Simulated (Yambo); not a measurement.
# WS2 (R3m) in Yambo: notebook

Runs on WS2. Level: PBEsol. Tasks: optical spectrum.

All numbers are computed with Yambo 5.3.0; they aren't measurements. Logs are shortened: lines on timing, memory, paths and dates and some standing lists are left out, and cuts for length are marked.

### 1 The crystal as given

It takes space group R3m (No. 160, trigonal). Conventional cell: a = 3.158 Å, b = 3.158 Å, c = 18.490 Å, α = 90.00°, β = 90.00°, γ = 120.00°. W (site symmetry 3m) has 6 S at 2.39 to 2.42 Å as nearest neighbours. S (site symmetry 3m) has 3 W at 2.42 Å as nearest neighbours. S (site symmetry 3m) has 3 W at 2.39 Å as nearest neighbours.

Measurements of this composition are mostly on another form, of space group No. 194.

### 2 Optical spectrum, PBEsol

optics0.in reads:

```
optics
chi
Chimod= "IP"
% BndsRnXd
 1 | 33 |
%
% LongDrXd
 1 | 0 | 0 |
%
% QpntsRXd
 1 | 1 |
%
% EnRngeXd
 0 | 15 | eV
%
% DmRngeXd
 0.1 | 0.1 | eV
%
ETStpsXd= 150
```

scf.in reads:

```
&CONTROL
  calculation = 'scf'
  prefix = 'pwscf'
  outdir = './tmp'
  pseudo_dir = './pseudo'
/
&SYSTEM
  ibrav = 0
  A = 6.42736331
  nat = 3
  ntyp = 2
  ecutwfc = 74
  nbnd = 20
  occupations = 'smearing'
  smearing = 'fd'
  degauss = 0.00367493
  force_symmorphic = .true.
/
&ELECTRONS
  conv_thr = 6d-10
  electron_maxstep = 120
  mixing_beta = 0.5
/
ATOMIC_SPECIES
W    183.8400 W.upf
S     32.0600 S.upf
CELL_PARAMETERS alat
   0.2456683906    0.1418367114    0.9589209503
  -0.2456683906    0.1418367114    0.9589209503
   0.0000000000   -0.2836734229    0.9589209503
ATOMIC_POSITIONS alat
W      0.0000000000    0.0000000000    0.0000000000
S      0.0000000000    0.0000000000    1.6713992164
S      0.0000000000    0.0000000000    2.1584351671
K_POINTS automatic
10 10 10 0 0 0
```

nscf.in reads:

```
&CONTROL
  calculation = 'nscf'
  prefix = 'pwscf'
  outdir = './tmp'
  pseudo_dir = './pseudo'
/
&SYSTEM
  ibrav = 0
  A = 6.42736331
  nat = 3
  ntyp = 2
  ecutwfc = 74
  nbnd = 33
  occupations = 'fixed'
  force_symmorphic = .true.
/
&ELECTRONS
  conv_thr = 1d-08
  diago_full_acc = .true.
  diago_thr_init = 1d-06
/
ATOMIC_SPECIES
W    183.8400 W.upf
S     32.0600 S.upf
CELL_PARAMETERS alat
   0.2456683906    0.1418367114    0.9589209503
  -0.2456683906    0.1418367114    0.9589209503
   0.0000000000   -0.2836734229    0.9589209503
ATOMIC_POSITIONS alat
W      0.0000000000    0.0000000000    0.0000000000
S      0.0000000000    0.0000000000    1.6713992164
S      0.0000000000    0.0000000000    2.1584351671
K_POINTS automatic
8 8 8 0 0 0
```

Potentials or basis: PseudoDojo 0.4.1 SR PBEsol standard.

The run is started by

```
> OMP_NUM_THREADS=1 pw.x -in scf.in > scf.out
> OMP_NUM_THREADS=1 pw.x -in nscf.in > nscf.out
> cd tmp/pwscf.save; p2y; mv SAVE ../..; cd ../..
> OMP_NUM_THREADS=1 yambo
> OMP_NUM_THREADS=1 yambo -F optics0.in -J optics0 -C optics0_out
```

Yambo's report:

```text
[... sections 02.01 to 02.04 as in the set-up run ...]

  [02.05] Energies & Occupations
  ==============================

  [X] === General ===
  [X] Electronic Temperature                        :  0.000000  0.000000 [eV K]
  [X] Bosonic    Temperature                        :  0.000000  0.000000 [eV K]
  [X] Finite Temperature mode                       : no
  [X] El. density                                   :  0.48843E+24 [cm-3]
  [X] Fermi Level                                   :  11.65360 [eV]

  [X] === Gaps and Widths ===
  [X] Conduction Band Min                           :  1.124230 [eV]
  [X] Valence Band Max                              :  0.000000 [eV]
  [X] Filled Bands                                  :  13
  [X] Empty Bands                                   :   14   33
  [X] Direct Gap                                    :  2.289625 [eV]
  [X] Direct Gap localized at k                     :   65
  [X] Indirect Gap                                  :  1.124230 [eV]
  [X] Indirect Gap between kpts                     :   65   11
  [X] Last valence band width                       :  1.999283 [eV]
  [X] 1st conduction band width                     :  1.165395 [eV]

 [03] Transferred momenta grid and indexing
 ==========================================

 IBZ Q-points                                      :   65
 BZ  Q-points                                      :   512

 K/Q-points units:
 rlu = crystal or reduced units; cc = cartesian coordinates; iku = interal k-units

 Q [ 1]         [rlu]:  0.000000  0.000000  0.000000
 Q [ 2]         [rlu]: -0.42231E-16 -0.42231E-16  0.12500
 Q [ 3]         [rlu]: -0.71599E-16 -0.71599E-16  0.25000
 Q [ 4]         [rlu]: -0.61872E-16 -0.61872E-16  0.37500
 Q [ 5]         [rlu]:  0.16892E-15  0.16892E-15 -0.50000
 Q [ 6]         [rlu]: -0.32485E-16  0.12500      0.12500
 Q [ 7]         [rlu]: -0.50513E-16  0.12500      0.25000
 Q [ 8]         [rlu]: -0.10408E-15  0.12500      0.37500
 Q [ 9]         [rlu]:  0.10941E-15  0.12500      0.50000
 Q [10]         [rlu]:  0.40308E-16  0.12500     -0.37500
 Q [11]         [rlu]:  0.47158E-16  0.12500     -0.25000
 Q [12]         [rlu]:  0.32448E-16  0.12500     -0.12500
 Q [13]         [rlu]: -0.64970E-16  0.25000      0.25000
 Q [14]         [rlu]: -0.10669E-15  0.25000      0.37500
 Q [15]         [rlu]:  0.10071E-15  0.25000      0.50000
[... 33 lines left out ...]
 Q [49]         [rlu]:  0.250000  0.250000  0.500000
 Q [50]         [rlu]:  0.250000  0.250000  0.625000

 Remaining 15 points informations can be written running with -fatlog

 [04] Dipoles
 ============

  [04.01] Setup: observables and procedures
  =========================================

  [WARNING] [x,Vnl] slows the Dipoles computation. To neglect it rename the ns.kb_pp file
  [WF-Oscillators/G space/Transverse up loader] Normalization (few states)  min/max  :  0.34694E-17   1.0000

  [WR./optics0//ndb.dipoles]------------------------------------------------------
   Brillouin Zone Q/K grids (IBZ/BZ)                :    65   512    65   512
   RL vectors                                       :   5297 [WF]
   Fragmentation                                    : yes
   Electronic Temperature                           :  0.000000 [K]
   Bosonic    Temperature                           :  0.000000 [K]
   DIP band range                                   :    1   33
   DIP band range limits                            :  13  14
   DIP e/h energy range                             : -1.000000 -1.000000 [eV]
   RL vectors in the sum                            :   5297
   [r,Vnl] included                                 : yes
   Bands ordered                                    : yes
   Direct v evaluation                              : no
   Approach used                                    : G-space v
   Dipoles computed                                 : R V P [G-space]
   Wavefunctions                                    : Perdew, Burke & Ernzerhof SOL(X)+Perdew, Burke & Ernzerhof SOL(C)

  [WARNING] [r,Vnl^pseudo] included in position and velocity dipoles.

  [WARNING] In case H contains other non local terms, these are neglected

 [05] Optics
 ===========

 [X-CG] R(p) Tot o/o(of R):   14910  133120     100
```

It took 12 min on 1 thread of Arm Neoverse V2, shared host; peak memory 0.27 GiB.

What came out:

* Band gap on the k mesh, mean-field level: 1.12 eV, indirect (least direct gap 2.29 eV)
* Electronic dielectric constant along the field: 14.68

Dielectric function (along the field direction of the input):
```csv
energy (eV),real part,imaginary part
0.30,14.78,0.36
0.81,15.43,0.43
1.31,16.99,0.64
1.81,20.78,1.47
2.32,26.86,20.62
2.82,13.94,19.37
3.32,8.64,21.08
3.83,8.39,14.97
4.33,3.38,13.31
4.83,4.07,14.03
5.34,-0.39,12.56
5.84,-1.19,10.52
6.34,-2.06,8.28
6.85,-1.06,8.87
7.35,-2.20,7.49
7.85,-2.39,5.22
8.36,-1.95,4.63
8.86,-0.08,4.01
9.36,-2.28,5.17
9.87,0.54,4.95
10.37,-1.37,4.05
10.87,-1.04,3.99
11.38,-2.01,4.46
11.88,-1.07,3.81
12.38,-1.83,3.24
12.89,-1.72,2.79
13.39,-2.23,2.58
13.89,-1.61,2.32
14.40,-1.80,1.99
15.00,-1.55,1.40
```

Caveat: this k mesh misses the band edges, so its gaps are larger than the crystal's; spectra need much finer meshes, so this one isn't converged; independent-particle spectra lack excitons; spin-orbit coupling is left out, which moves the levels of the heavy elements. Expect the measured gap to be larger: semilocal functionals such as PBEsol lack the derivative discontinuity.

### 3 Optical spectrum, PBEsol

optics1.in reads:

```
optics
chi
Chimod= "HARTREE"
% BndsRnXd
 1 | 33 |
%
NGsBlkXd= 1 Ry
% LongDrXd
 1 | 0 | 0 |
%
% QpntsRXd
 1 | 1 |
%
% EnRngeXd
 0 | 30 | eV
%
% DmRngeXd
 0.05 | 0.05 | eV
%
ETStpsXd= 200
```

scf.in is that of step 2.

nscf.in is that of step 2.

Potentials or basis: PseudoDojo 0.4.1 SR PBEsol standard.

The run is started by

```
> OMP_NUM_THREADS=1 pw.x -in scf.in > scf.out
> OMP_NUM_THREADS=1 pw.x -in nscf.in > nscf.out
> cd tmp/pwscf.save; p2y; mv SAVE ../..; cd ../..
> OMP_NUM_THREADS=1 yambo
> OMP_NUM_THREADS=1 yambo -F optics1.in -J optics1 -C optics1_out
```

Yambo's report:

```text
[... sections 02.01 to 02.04 as in the set-up run ...]

  [02.05] Energies & Occupations
  ==============================

  [X] === General ===
  [X] Electronic Temperature                        :  0.000000  0.000000 [eV K]
  [X] Bosonic    Temperature                        :  0.000000  0.000000 [eV K]
  [X] Finite Temperature mode                       : no
  [X] El. density                                   :  0.48843E+24 [cm-3]
  [X] Fermi Level                                   :  11.65360 [eV]

  [X] === Gaps and Widths ===
  [X] Conduction Band Min                           :  1.124230 [eV]
  [X] Valence Band Max                              :  0.000000 [eV]
  [X] Filled Bands                                  :  13
  [X] Empty Bands                                   :   14   33
  [X] Direct Gap                                    :  2.289625 [eV]
  [X] Direct Gap localized at k                     :   65
  [X] Indirect Gap                                  :  1.124230 [eV]
  [X] Indirect Gap between kpts                     :   65   11
  [X] Last valence band width                       :  1.999283 [eV]
  [X] 1st conduction band width                     :  1.165395 [eV]

 [03] Transferred momenta grid and indexing
 ==========================================

 IBZ Q-points                                      :   65
 BZ  Q-points                                      :   512

 K/Q-points units:
 rlu = crystal or reduced units; cc = cartesian coordinates; iku = interal k-units

 Q [ 1]         [rlu]:  0.000000  0.000000  0.000000
 Q [ 2]         [rlu]: -0.42231E-16 -0.42231E-16  0.12500
 Q [ 3]         [rlu]: -0.71599E-16 -0.71599E-16  0.25000
 Q [ 4]         [rlu]: -0.61872E-16 -0.61872E-16  0.37500
 Q [ 5]         [rlu]:  0.16892E-15  0.16892E-15 -0.50000
 Q [ 6]         [rlu]: -0.32485E-16  0.12500      0.12500
 Q [ 7]         [rlu]: -0.50513E-16  0.12500      0.25000
 Q [ 8]         [rlu]: -0.10408E-15  0.12500      0.37500
 Q [ 9]         [rlu]:  0.10941E-15  0.12500      0.50000
 Q [10]         [rlu]:  0.40308E-16  0.12500     -0.37500
 Q [11]         [rlu]:  0.47158E-16  0.12500     -0.25000
 Q [12]         [rlu]:  0.32448E-16  0.12500     -0.12500
 Q [13]         [rlu]: -0.64970E-16  0.25000      0.25000
 Q [14]         [rlu]: -0.10669E-15  0.25000      0.37500
 Q [15]         [rlu]:  0.10071E-15  0.25000      0.50000
[... 33 lines left out ...]
 Q [49]         [rlu]:  0.250000  0.250000  0.500000
 Q [50]         [rlu]:  0.250000  0.250000  0.625000

 Remaining 15 points informations can be written running with -fatlog

 [04] Dipoles
 ============

  [04.01] Setup: observables and procedures
  =========================================

  [WARNING] [x,Vnl] slows the Dipoles computation. To neglect it rename the ns.kb_pp file
  [WF-Oscillators/G space/Transverse up loader] Normalization (few states)  min/max  :  0.34694E-17   1.0000

  [WR./optics1//ndb.dipoles]------------------------------------------------------
   Brillouin Zone Q/K grids (IBZ/BZ)                :    65   512    65   512
   RL vectors                                       :   5297 [WF]
   Fragmentation                                    : yes
   Electronic Temperature                           :  0.000000 [K]
   Bosonic    Temperature                           :  0.000000 [K]
   DIP band range                                   :    1   33
   DIP band range limits                            :  13  14
   DIP e/h energy range                             : -1.000000 -1.000000 [eV]
   RL vectors in the sum                            :   5297
   [r,Vnl] included                                 : yes
   Bands ordered                                    : yes
   Direct v evaluation                              : no
   Approach used                                    : G-space v
   Dipoles computed                                 : R V P [G-space]
   Wavefunctions                                    : Perdew, Burke & Ernzerhof SOL(X)+Perdew, Burke & Ernzerhof SOL(C)

  [WARNING] [r,Vnl^pseudo] included in position and velocity dipoles.

  [WARNING] In case H contains other non local terms, these are neglected

 [05] Optics
 ===========

 [X-CG] R(p) Tot o/o(of R):   14910  133120     100
```

o-optics1.eel_q1_inv_rpa_dyson:

```text
# Electron Energy Loss @ Q(1):   1.00000000      0.00000000      0.00000000    [q->0 direction]
#
# [ X ] Hartree size                              :   5
# [GEN] GF Energies                               : Perdew, Burke & Ernzerhof SOL(X)+Perdew, Burke & Ernzerhof SOL(C)
# [GEN] Green`s Function                          : T-ordered
#
# [GEN] Gauge                                     : Length
# [GEN] [r,Vnl] included                          : yes
#
#    E[1] [eV]          Im(eel)            Re(eel)            Im(eel_o)          Re(eel_o)
#
        0.000000           0.819920E-3       -0.068087           0.819920E-3       -0.068087
        0.150754           0.822870E-3       -0.067974           0.822870E-3       -0.067974
        0.301508           0.831831E-3       -0.067633           0.831831E-3       -0.067633
        0.452261           0.847147E-3       -0.067061           0.847147E-3       -0.067061
        0.603015           0.869440E-3       -0.066250           0.869440E-3       -0.066250
        0.753769           0.899694E-3       -0.065187           0.899694E-3       -0.065187
[... 192 lines left out ...]
        29.84925           0.045389          -1.896172           0.045389          -1.896172
        30.00000           0.051571          -1.863145           0.051571          -1.863145
#
```

o-optics1.eps_q1_inv_rpa_dyson:

```text
# Absorption @ Q(1):   1.00000000      0.00000000      0.00000000    [q->0 direction]
#
# [ X ] Hartree size                              :   5
# [GEN] GF Energies                               : Perdew, Burke & Ernzerhof SOL(X)+Perdew, Burke & Ernzerhof SOL(C)
# [GEN] Green`s Function                          : T-ordered
#
# [GEN] Gauge                                     : Length
# [GEN] [r,Vnl] included                          : yes
#
#    E[1] [eV]          Im(eps)            Re(eps)            Im(eps_o)          Re(eps_o)
#
        0.000000           0.176841           14.68500           0.176841           14.68500
        0.150754           0.178067           14.70938           0.178067           14.70938
        0.301508           0.181822           14.78334           0.181822           14.78334
        0.452261           0.188341           14.90935           0.188341           14.90935
        0.603015           0.198060           15.09182           0.198060           15.09182
        0.753769           0.211686           15.33760           0.211686           15.33760
[... 192 lines left out ...]
        29.84925           0.012617           0.527076           0.012617           0.527076
        30.00000           0.014845           0.536316           0.014845           0.536316
#
```

Run time: 12 min. Hardware: 1 thread of Arm Neoverse V2, shared host; peak memory 2 GiB.

What came out:

```
Band gap on the k mesh, mean-field level                              : 1.12 eV, indirect (least direct gap 2.29 eV)
Electronic dielectric constant along the field                        : 14.69
Electronic dielectric constant along the field, independent particles : 14.69
Peak of the energy-loss function                                      : 23.5 eV
```

Dielectric function (along the field direction of the input):
```
energy (eV)  real part  imaginary part
       0.30      14.78            0.18
       0.90      15.66            0.23
       1.51      18.10            0.41
       2.26      39.73           14.33
       2.86      12.60           19.28
       3.62       4.72           10.84
       4.22       0.63           13.98
       4.97      -1.74           13.18
       5.58      -2.25           13.53
       6.33      -3.13            8.62
       6.93      -1.92            9.68
       7.69      -2.29            7.06
       8.29      -1.97            4.85
       9.05       0.83            5.84
       9.65      -0.75            2.85
      10.40      -1.80            4.14
      11.01      -0.79            4.29
      11.76      -0.99            2.95
      12.36      -1.82            3.12
      13.12      -1.98            2.88
      13.72      -1.76            1.99
      14.47      -1.91            1.83
      15.08      -1.53            1.44
      15.83      -1.27            1.35
      16.43      -1.35            1.14
      17.19      -1.13            0.88
      17.79      -1.06            0.63
      18.54      -0.88            0.38
      19.15      -0.68            0.36
      19.90      -0.40            0.34
```

Energy-loss function:
```
energy (eV)   loss
        0.0  0.001
        1.4  0.001
        2.6  0.020
        3.9  0.051
        5.3  0.073
        6.5  0.160
        7.8  0.145
        9.2  0.143
       10.4  0.203
       11.8  0.304
       13.1  0.236
       14.3  0.288
       15.7  0.422
       16.9  0.397
       18.2  0.428
       19.6  0.909
       20.8  1.724
       22.2  4.100
       23.5  9.623
       24.7  3.459
       26.1  0.730
       27.4  0.313
       28.6  0.100
       30.0  0.052
```

Caveat: this k mesh misses the band edges, so its gaps are larger than the crystal's; spectra need much finer meshes, so this one isn't converged; these spectra lack excitons; spin-orbit coupling is left out, which moves the levels of the heavy elements.

(Continued in part 2 of 3.)
